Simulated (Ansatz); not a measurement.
# CdS (Greenockite): the cost of one run

Program: Ansatz 0.2.0. Level of theory: DFT PBEsol, scalar-relativistic, plane waves, PAW. These are calculated values, not measurements.

1 further run of the same task is left out (set aside as unsound or not needed).

## Step 1: The system as given

The structure is hexagonal, space group P6_3mc (No. 186). The conventional cell has a = 4.124 Å, b = 4.124 Å, c = 6.710 Å, α = 90.00°, β = 90.00°, γ = 120.00°. Cd (site symmetry 3m) has 4 S at 2.52 to 2.53 Å as nearest neighbours. S (site symmetry 3m) is surrounded by 4 Cd at 2.52 to 2.53 Å.

Coordinates:

```
CELL_PARAMETERS angstrom
4.12382 0.00000 0.00000
-2.06191 3.57134 0.00000
0.00000 0.00000 6.70950
ATOMIC_POSITIONS crystal
Cd 0.33333 0.66667 0.99924
Cd 0.66667 0.33333 0.49924
S 0.33333 0.66667 0.37576
S 0.66667 0.33333 0.87576
```

This cell was relaxed beforehand with the same method: volume 24.70 Å³/atom, gap on the mesh 1.09 eV.

## Step 2: Relaxing to 0.001 eV/Å

Response functions are second derivatives at a minimum, so forces and stress are first brought close to zero on the mesh and occupations that the response runs use.

The input, input.yaml:

```yaml
crystal:
  lattice:
    - [4.1238232253, 0.0, 0.0]
    - [-2.0619116126, 3.5713356738, 0.0]
    - [0.0, 0.0, 6.7095013039]
  atoms:
    - { symbol: Cd, position: [0.3333333333, 0.6666666667, -0.0007597462] }
    - { symbol: Cd, position: [0.6666666667, 0.3333333333, 0.4992402538] }
    - { symbol: S, position: [0.3333333333, 0.6666666667, 0.3757597462] }
    - { symbol: S, position: [0.6666666667, 0.3333333333, 0.8757597462] }
basis:
  ecutwfc: 420
kpoints:
  mp_grid: { grid: [9, 9, 4] }
hamiltonian:
  xc: pbesol
scf:
  occupations: { method: fixed }
output:
  forces: true
  stress: true
  eigenvalues: true
relax:
  adjacent_minimum: "off"
  f_tol: 0.001
  max_steps: 60
  cell: { stress_tol: 0.01 }
```

Launch:

```sh
$ ansatz run input.yaml --threads 2 --pin off --max-ram 5120MiB --backend cpu --events-out ev --progress --plain --runs-dir out
```

Q: Estimate wall time and peak memory on 2 threads of Intel Xeon Platinum 8488C (Sapphire Rapids), shared host.

About 8.6 s, with a peak of 0.46 GiB.
